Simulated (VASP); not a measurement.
# CoSi (Pm-3m) in VASP: notebook

One crystal, CoSi, is run at these levels: PBEsol; tasks: single point.

Everything below comes from runs of VASP 6.6.1. Logs are shortened: lines on timing, memory, paths and dates and some standing lists are left out, and cuts for length are marked.

## 1. The structure

The structure is cubic, space group Pm-3m (No. 221). The conventional cell has a = 2.781 Å, b = 2.781 Å, c = 2.781 Å, α = 90.00°, β = 90.00°, γ = 90.00°. Around Co (site symmetry m-3m) lie 8 Si at 2.41 Å. Si (site symmetry m-3m) has 8 Co at 2.41 Å as nearest neighbours.

Measurements of this composition are mostly on another form, of space group No. 198.

## 2. Single point, PBEsol, collinear spin, ferromagnetic start

INCAR

```
ADDGRID = False
ALGO = Normal
EDIFF = 1E-7
ENCUT = 450
GGA = PS
ISIF = 2
ISMEAR = 1
ISPIN = 2
LASPH = True
LCHARG = False
LMAXMIX = 4
LORBIT = 11
LREAL = Auto
LWAVE = False
MAGMOM = 2 0
NELM = 100
PREC = Accurate
SIGMA = 0.15
```

KPOINTS

```
k-points
0
Gamma
  12 12 12
```

POSCAR

```
CoSi
1.0
    2.7813340000      0.0000000000      0.0000000000
    0.0000000000      2.7813340000      0.0000000000
    0.0000000000      0.0000000000      2.7813340000
Co Si
1 1
Direct
    0.0000000000      0.0000000000      0.0000000000
    0.5000000000      0.5000000000      0.5000000000
```

Potentials or basis: VASP PAW PBE potentials, release 64 (Co, Si).

Command:

```
$ cat potpaw_PBE.64/Co/POTCAR potpaw_PBE.64/Si/POTCAR > POTCAR
$ mpirun -np 1 vasp_std > vasp.out
```

OUTCAR:

```text
EDIFF = 1E-7
   ENCUT = 450
   GGA = PS
   ISIF = 2
   ISMEAR = 1
   ISPIN = 2
   LASPH = True
   LORBIT = 11
   LREAL = Auto
   NELM = 100
   PREC = Accurate

 Found     84 irreducible k-points:

 Following reciprocal coordinates:
            Coordinates               Weight
  0.000000  0.000000  0.000000      1.000000
  0.083333  0.000000  0.000000      6.000000
  0.166667  0.000000  0.000000      6.000000
  0.250000  0.000000  0.000000      6.000000
  0.333333  0.000000  0.000000      6.000000
  0.416667  0.000000  0.000000      6.000000
   k-points           NKPTS =     84   k-points in BZ     NKDIM =     84   number of bands    NBANDS=     11
   number of dos      NEDOS =    301   number of ions     NIONS =      2
   total plane-waves  NPLWV =   8000
   dimension x,y,z NGX =    20 NGY =   20 NGZ =   20
   dimension x,y,z NGXF=    40 NGYF=   40 NGZF=   40
   ions per type =               1   1
   NGX,Y,Z   is equivalent  to a cutoff of  11.95, 11.95, 11.95 a.u.
   NGXF,Y,Z  is equivalent  to a cutoff of  23.91, 23.91, 23.91 a.u.
 SYSTEM =  unknown system
   PREC   = accura    normal or accurate (medium, high low for compatibility)
   ISTART =      0    job   : 0-new  1-cont  2-samecut
   ICHARG =      2    charge: 1-file 2-atom 10-const
   ISPIN  =      2    spin polarized calculation?
   LNONCOLLINEAR =      F non collinear calculations
   LSORBIT =      F    spin-orbit coupling
   LASPH  =      T    aspherical Exc in radial PAW
   ENCUT  =  450.0 eV  33.07 Ry    5.75 a.u.   4.81  4.81  4.81*2*pi/ulx,y,z
   NELM   =    100;   NELMIN=  2; NELMDL= -5     # of ELM steps
   EDIFF  = 0.1E-06   stopping-criterion for ELM
   LREAL  =      T    real-space projection
   EDIFFG = 0.1E-05   stopping-criterion for IOM
   NSW    =      0    number of steps for IOM
   IBRION =     -1    ionic relax: 0-MD 1-quasi-New 2-CG
   NFREE  =      0    steps in history (QN), initial steepest desc. (CG)
   ISIF   =      2    stress and relaxation
   ISYM   =      2    0-nonsym 1-usesym 2-fastsym
   POTIM  = 0.5000    time-step for ionic-motion
   TEBEG  =    0.0;   TEEND  =   0.0 temperature during run
   PSTRESS=    0.0 pullay stress
   NELECT =      13.0000    total number of electrons
   NUPDOWN=      -1.0000    fix difference up-down
   EMIN   =  10.00;   EMAX   =-10.00  energy-range for DOS
   EFERMI =   0.00;   METHOD = LEGACY
   ISMEAR =     1;   SIGMA  =   0.15  broadening in eV -4-tet -1-fermi 0-gaus
   EFERMI_NEDOS =   21; number of points for ismear=-14 and -15
   IALGO  =     38    algorithm
   IMIX   =      4    mixing-type and parameters
     AMIX     =   0.40;   BMIX     =  1.00
     AMIX_MAG =   1.60;   BMIX_MAG =  1.00
  volume/ion in A,a.u.               =      10.76        72.60
  Fermi-wavevector in a.u.,A,eV,Ry     =   1.384000  2.615381 26.061367  1.915456
  Thomas-Fermi vector in A             =   2.508545
   LORBIT       =     11    0 simple, 1 ext, 2 COOP (PROOUT), +10 PAW based schemes
   GGA     = PS    functional components
   LHFCALC =     F    Hartree Fock is set to
   AEXX    =    0.0000 exact exchange contribution
   IVDW    =     0    specifies the selected vdW correction
   LEPSILON=     F    determine dielectric tensor
   LRPA    =     F    only Hartree local field effects (RPA)
 spin polarized calculation
 Methfessel and Paxton  Order N= 1 SIGMA  =   0.15
  energy-cutoff  :      450.00
  volume of cell :       21.52
 maximum number of plane-waves:       480
 NGX is ok and might be reduce to    20
   NGX =  9   NGY =  9   NGZ =  9

 number of electron      13.0000007 magnetization       0.5233993

 Free energy of the ion-electron system (eV)
  ---------------------------------------------------
  ext. energy  EPLUGINS =         0.00000000
  ---------------------------------------------------
  free energy    TOTEN  =       -14.53372821 eV

  energy without entropy =      -14.52969585  energy(sigma->0) =      -14.53238409

 E-fermi :  12.7402     XC(G=0): -13.0476

 val. band max:       12.7326490444   @ k =   0.4167   0.2500   0.0000
 cond. band min:      12.7413791429   @ k =   0.3333   0.2500   0.1667
 fundamental gap:      0.0087300985
 Fermi energy:        12.7401955775

 spin component 1

 k-point     1 :       0.0000    0.0000    0.0000
  band No.  band energies     occupation
      1      -1.5281      1.00000
      2       8.6174      1.00000
      3       8.6174      1.00000
      4      11.1725      1.00000
      5      11.1725      1.00000
      6      11.1725      1.00000
      7      15.7071     -0.00000
      8      15.7071     -0.00000
      9      15.7071     -0.00000
     10      20.1924      0.00000
     11      20.1924      0.00000

 k-point     2 :       0.0833    0.0000    0.0000
  band No.  band energies     occupation
      1      -1.3943      1.00000
      2       8.5507      1.00000
      3       8.6619      1.00000
      4      11.0556      1.00000
      5      11.0556      1.00000
      6      11.1824      1.00000
      7      14.8447     -0.00000
      8      15.9386      0.00000
      9      15.9386      0.00000
     10      20.1502      0.00000
     11      20.9855      0.00000

 k-point     3 :       0.1667    0.0000    0.0000
  band No.  band energies     occupation
      1      -0.9962      1.00000
      2       8.2458      1.00000
      3       8.7867      1.00000
      4      10.7732      1.00000
      5      10.7732      1.00000
      6      11.2094      1.00000
      7      13.4210     -0.00000
      8      16.5676      0.00000
      9      16.5676      0.00000
     10      20.0279      0.00000
     11      22.1383      0.00000

 k-point     4 :       0.2500    0.0000    0.0000
  band No.  band energies     occupation
      1      -0.3445      1.00000
      2       7.4625      1.00000
      3       8.9649      1.00000
      4      10.4474      1.00000
      5      10.4474      1.00000
      6      11.2467      1.00000
      7      12.4448      1.00881
      8      17.4796      0.00000
      9      17.4796      0.00000
     10      19.8430      0.00000
     11      22.9744      0.00000

 k-point     5 :       0.3333    0.0000    0.0000
  band No.  band energies     occupation
      1       0.5385      1.00000
      2       6.1965      1.00000
      3       9.1535      1.00000
      4      10.1675      1.00000
      5      10.1675      1.00000
      6      11.2843      1.00000
      7      12.0776      1.00000
      8      18.5925      0.00000
      9      18.5925      0.00000
     10      19.6352      0.00000
     11      23.6969      0.00000

 k-point     6 :       0.4167    0.0000    0.0000
  band No.  band energies     occupation
      1       1.5912      1.00000
      2       4.7820      1.00000
      3       9.2990      1.00000
      4       9.9832      1.00000
      5       9.9832      1.00000
      6      11.3120      1.00000
      7      12.0249      1.00000
      8      19.4668      0.00000
      9      19.8391      0.00000
     10      19.8391      0.00000
     11      23.2427      0.00000

 [... further k-points ...]

 spin component 2

 k-point     1 :       0.0000    0.0000    0.0000
  band No.  band energies     occupation
      1      -1.5063      1.00000
      2       9.1448      1.00000
      3       9.1448      1.00000
      4      11.5410      1.00000
      5      11.5410      1.00000
      6      11.5410      1.00000
      7      15.7308     -0.00000
      8      15.7308     -0.00000
      9      15.7308     -0.00000
     10      20.4374      0.00000
     11      20.4374      0.00000

 k-point     2 :       0.0833    0.0000    0.0000
  band No.  band energies     occupation
      1      -1.3725      1.00000
      2       9.0471      1.00000
      3       9.1944      1.00000
      4      11.4135      1.00000
      5      11.4135      1.00000
      6      11.5513      1.00000
      7      14.9556     -0.00000
      8      15.9720      0.00000
      9      15.9720      0.00000
     10      20.3820      0.00000
     11      21.1794      0.00000

 k-point     3 :       0.1667    0.0000    0.0000
  band No.  band energies     occupation
      1      -0.9744      1.00000
      2       8.6339      1.00000
      3       9.3339      1.00000
      4      11.1106      1.00000
      5      11.1106      1.00000
      6      11.5798      1.00000
      7      13.7057     -0.00000
      8      16.6193      0.00000
      9      16.6193      0.00000
     10      20.2215      0.00000
     11      22.2811      0.00000

 k-point     4 :       0.2500    0.0000    0.0000
  band No.  band energies     occupation
      1      -0.3226      1.00000
      2       7.6897      1.00000
      3       9.5348      1.00000
      4      10.7673      1.00000
      5      10.7673      1.00000
      6      11.6189      1.00000
      7      12.9412     -0.03372
      8      17.5458      0.00000
      9      17.5458      0.00000
     10      19.9791      0.00000
     11      23.0854      0.00000

 k-point     5 :       0.3333    0.0000    0.0000
  band No.  band energies     occupation
      1       0.5605      1.00000
      2       6.3137      1.00000
      3       9.7495      1.00000
      4      10.4756      1.00000
      5      10.4756      1.00000
      6      11.6584      1.00000
      7      12.7257      0.58117
      8      18.6679      0.00000
      9      18.6679      0.00000
     10      19.7073      0.00000
     11      23.7803      0.00000

 k-point     6 :       0.4167    0.0000    0.0000
  band No.  band energies     occupation
      1       1.6125      1.00000
      2       4.8545      1.00000
      3       9.9169      1.00000
      4      10.2849      1.00000
      5      10.2849      1.00000
      6      11.6875      1.00000
      7      12.7484      0.45390
      8      19.4877      0.00000
      9      19.9223      0.00000
     10      19.9223      0.00000
     11      23.2986      0.00000

 [... further k-points ...]

------------------------ aborting loop because EDIFF is reached ----------------------------------------

  FORCE on cell =-STRESS in cart. coord.  units (eV):
  Direction    XX          YY          ZZ          XY          YZ          ZX
  --------------------------------------------------------------------------------------
  -------------------------------------------------------------------------------------
  Total       -0.9242524     -0.9242524     -0.9242524      0.0000000     -0.0000000      0.0000000
  in kB      -68.8242910    -68.8242910    -68.8242910      0.0000000     -0.0000000      0.0000000
  external PRESSURE =     -68.8242910 kB  Pullay stress =       0.0000000 kB

 VOLUME and BASIS-vectors are now :
 -----------------------------------------------------------------------------
  energy-cutoff  :      450.00
  volume of cell :       21.52
      direct lattice vectors                 reciprocal lattice vectors
     2.781334000  0.000000000  0.000000000     0.359539703  0.000000000  0.000000000
     0.000000000  2.781334000  0.000000000     0.000000000  0.359539703  0.000000000
     0.000000000  0.000000000  2.781334000     0.000000000  0.000000000  0.359539703

 POSITION                                       TOTAL-FORCE (eV/Angst)
 -----------------------------------------------------------------------------------
      0.00000      0.00000      0.00000         0.000000      0.000000      0.000000
      1.39067      1.39067      1.39067         0.000000      0.000000      0.000000
 -----------------------------------------------------------------------------------
    total drift:                                0.000000      0.000000      0.000000

  FREE ENERGIE OF THE ION-ELECTRON SYSTEM (eV)
  ---------------------------------------------------
  free  energy   TOTEN  =       -14.5337282137 eV

  energy  without entropy=      -14.5296958454  energy(sigma->0) =      -14.53238409

 total charge

# of ion       s       p       d       tot
------------------------------------------
    1        0.441   0.593   7.585   8.619
    2        0.706   0.862   0.000   1.568
--------------------------------------------------
tot          1.147   1.455   7.585  10.187

 magnetization (x)

# of ion       s       p       d       tot
------------------------------------------
    1        0.007   0.002   0.510   0.520
    2        0.002   0.011   0.000   0.013
--------------------------------------------------
tot          0.010   0.013   0.510   0.533
```

Wall time 22 s (1 thread of Intel Xeon 6975P-C (Granite Rapids), shared host); peak memory 0.14 GiB.

The run converged, but some of its settings lie outside the range that counts as converged, so its numbers aren't taken as properties of the crystal.

What came out:

| Quantity | Value |
| --- | --- |
| Free energy | -14.5337 eV |
| Pressure | -6.9 GPa |
| Band gap on the k mesh | none (metal or under the smearing width) |
| Net moment | 0.52 μB per cell |
| Site moments | Co +0.52; Si +0.01 μB |
| Valence electrons inside the program's atomic spheres | Co 8.62; Si 1.57 |

Caveat: the PAW data sets were made with another functional, which shifts forces and pressure a little.

## 3. Single point, PBEsol, collinear spin, ferromagnetic start

Edit INCAR of step 2 so:

```diff
@@ -2,3 +2,3 @@
 ALGO = Normal
-EDIFF = 1E-7
+EDIFF = 0.01
 ENCUT = 450
@@ -12,3 +12,3 @@
 LORBIT = 11
-LREAL = Auto
+LREAL = False
 LWAVE = False
```

KPOINTS is that of step 2.

POSCAR is that of step 2.

Potentials or basis: VASP PAW PBE potentials, release 64 (Co, Si).

Command:

```
$ cat potpaw_PBE.64/Co/POTCAR potpaw_PBE.64/Si/POTCAR > POTCAR
$ mpirun -np 1 vasp_std > vasp.out
```

Wall time 8 s (1 thread of Intel Xeon 6975P-C (Granite Rapids), shared host); peak memory 0.15 GiB.

These settings aren't checked as converged: the numbers below hold their error.

Results:

- Free energy: -14.5333 eV
- Pressure: -4.8 GPa
- Band gap on the k mesh: none (metal or under the smearing width)
- Net moment: 0.52 μB per cell
- Site moments: Co +0.52; Si +0.01 μB
- Valence electrons inside the program's atomic spheres: Co 8.62; Si 1.57

Caveat: the PAW data sets were made with another functional, which shifts forces and pressure a little.

## 4. Single point, PBEsol, collinear spin, ferromagnetic start

Edit INCAR of step 3 so:

```diff
@@ -2,3 +2,3 @@
 ALGO = Normal
-EDIFF = 0.01
+EDIFF = 0.001
 ENCUT = 450
```

KPOINTS is that of step 3.

POSCAR is that of step 3.

Command:

```
$ cat potpaw_PBE.64/Co/POTCAR potpaw_PBE.64/Si/POTCAR > POTCAR
$ mpirun -np 1 vasp_std > vasp.out
```

Wall time 8 s (1 thread of Intel Xeon 6975P-C (Granite Rapids), shared host); peak memory 0.15 GiB.

The run converged, but some of its settings lie outside the range that counts as converged, so its numbers aren't taken as properties of the crystal.

What came out:

- Free energy: -14.5333 eV
- Pressure: -4.8 GPa
- Band gap on the k mesh: none (metal or under the smearing width)
- Net moment: 0.52 μB per cell
- Site moments: Co +0.52; Si +0.01 μB
- Valence electrons inside the program's atomic spheres: Co 8.62; Si 1.57

Caveat: the PAW data sets were made with another functional, which shifts forces and pressure a little.

## 5. Single point, PBEsol, collinear spin, ferromagnetic start

Edit INCAR of step 4 so:

```diff
@@ -2,3 +2,3 @@
 ALGO = Normal
-EDIFF = 0.001
+EDIFF = 1E-4
 ENCUT = 450
```

KPOINTS is that of step 4.

POSCAR is that of step 4.

Command:

```
$ cat potpaw_PBE.64/Co/POTCAR potpaw_PBE.64/Si/POTCAR > POTCAR
$ mpirun -np 1 vasp_std > vasp.out
```

Run time: 9.8 s. Hardware: 1 thread of Intel Xeon 6975P-C (Granite Rapids), shared host; peak memory 0.15 GiB.

The run converged, but some of its settings lie outside the range that counts as converged, so its numbers aren't taken as properties of the crystal.

What came out:

```yaml
Free_energy: -14.5331 eV
Pressure: -6.6 GPa
Band_gap_on_the_k_mesh: none (metal or under the smearing width)
Net_moment: 0.52 μB per cell
Site_moments: Co +0.52; Si +0.01 μB
Valence_electrons_inside_the_program's_atomic_spheres: Co 8.62; Si 1.57
```

Caveat: the PAW data sets were made with another functional, which shifts forces and pressure a little.

## 6. The reference run

An earlier run on the cell as given: functional PBE; potentials or basis VASP PAW PBE potentials, release 64 (Co, Si); cutoff 520 eV; k mesh 10 × 10 × 10; occupations fermi-dirac, width 0.05 eV; collinear spin, ferromagnetic start; starting moments [2.0, 0.0] μB.

- Pressure: 0.6 GPa
- Band gap on the k mesh: none (metal or under the smearing width)
- Net moment: 0.54 μB per cell
- Site moments: Co +0.54; Si +0.01 μB
- Valence electrons inside the program's atomic spheres: Co 8.61; Si 1.57
